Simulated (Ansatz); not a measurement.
Crystal: MoS2.

```
Mo S
1.0
     3.16900    0.00000    0.00000
    -1.58450    2.74443    0.00000
     0.00000    0.00000   12.32400
Mo S
2 4
Cartesian
  1.5845 0.9148 9.2430
  0.0000 1.8296 3.0810
  1.5845 0.9148 4.6461
  0.0000 1.8296 10.8081
  1.5845 0.9148 1.5159
  0.0000 1.8296 7.6779
```

Base run:

```yaml
Program: Ansatz 0.2.0
Functional: BLYP
Potentials_or_basis: Ansatz PAW
Cutoff: "420 eV (not typed: the program's choice for these potentials)"
k_mesh: 10 × 10 × 3
Occupations: fermi-dirac, width 0.05 eV
Spin: no spin polarisation
```

Its results: band gap on the k mesh 0.94 eV, indirect (least direct gap 1.86 eV); pressure 9.4 GPa; largest force 0.329 eV/Å.

Q: After a change of settings the same cell gave: band gap on the k mesh 0.88 eV, indirect (least direct gap 1.87 eV); pressure -3.0 GPa; largest force 0.313 eV/Å. Which change was it?
A. functional from BLYP to r2SCAN; cutoff from 420 eV (not typed: the program's choice for these potentials) to 500 eV (not typed: the program's choice for these potentials)
B. functional from BLYP to PBEsol
C. functional from BLYP to revPBE
D. functional from BLYP to LDA

A: B.

PBEsol binds more tightly than BLYP, so the same cell stands under less pressure.

Caveats: this functional lacks dispersion, which binds the layers, so the pressure and a relaxed spacing across them are unreliable; the PAW data sets come from PBE, with cores solved anew for the run's functional, which leaves a small shift of forces and pressure.

Runs at the PBE level aren't shown here.
